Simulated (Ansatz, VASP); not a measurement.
One calculation of PbF2, two programs

INCAR

```
PREC = Accurate ; ENCUT = 520
EDIFF = 1E-6 ; ISMEAR = 0
SIGMA = 0.02 ; LREAL = F
LASPH = T ; NELM = 80
ALGO = Normal ; ISIF = 2
LWAVE = F ; LCHARG = T
GGA = PE ; LELF = T
LVHAR = T ; NBANDS = 21
```

Contents of KPOINTS:

```
Automatic mesh
0
Gamma
  8 8 8
```

File POSCAR:

```
PbF2
1.0
    0.0000000000      3.1094032515      3.1094032515
    3.1094032515      0.0000000000      3.1094032515
    3.1094032515      3.1094032515      0.0000000000
Pb F
1 2
Direct
    0.0000000000      0.0000000000      0.0000000000
    0.2500000000      0.2500000000      0.2500000000
    0.7500000000      0.7500000000      0.7500000000
```

Input for Ansatz:

```yaml
crystal:
  lattice:
    - [0.0, 3.1094032515, 3.1094032515]
    - [3.1094032515, 0.0, 3.1094032515]
    - [3.1094032515, 3.1094032515, 0.0]
  atoms:
    - { symbol: Pb, position: [0.0, 0.0, 0.0] }
    - { symbol: F, position: [0.25, 0.25, 0.25] }
    - { symbol: F, position: [0.75, 0.75, 0.75] }
basis:
  ecutwfc: 420
kpoints:
  mp_grid: { grid: [8, 8, 8] }
hamiltonian:
  xc: pbe
scf:
  occupations: { method: gaussian, width: 0.02 }
output:
  forces: true
  stress: true
  eigenvalues: true
```

Alike in both runs: task single point; functional PBE; k mesh 8 × 8 × 8; occupations gaussian, width 0.02 eV; no spin polarisation.

|  | VASP | Ansatz |
| --- | --- | --- |
| version | VASP 6.6.1 | Ansatz 0.2.0 |
| potentials or method | VASP PAW PBE potentials, release 64 (Pb_d, F) | scalar-relativistic, plane waves, PAW |
| plane-wave cutoff (eV) | 520 | 420 |
| valence electrons in the cell | 28 | 28 |

VASP gave:

- gap on the k mesh at the Fermi level (eV): 4.32
- least direct gap on the mesh (eV): 4.50
- pressure (GPa): -5.7

Task: What did Ansatz give for the same quantities?

Result: gap on the k mesh at the Fermi level (eV): 4.32; least direct gap on the mesh (eV): 4.51; pressure (GPa): -5.5.

Caveats: spin-orbit coupling is left out, which as a rule narrows the gap of such compounds by several tenths of an eV. A k mesh can miss the band edges.
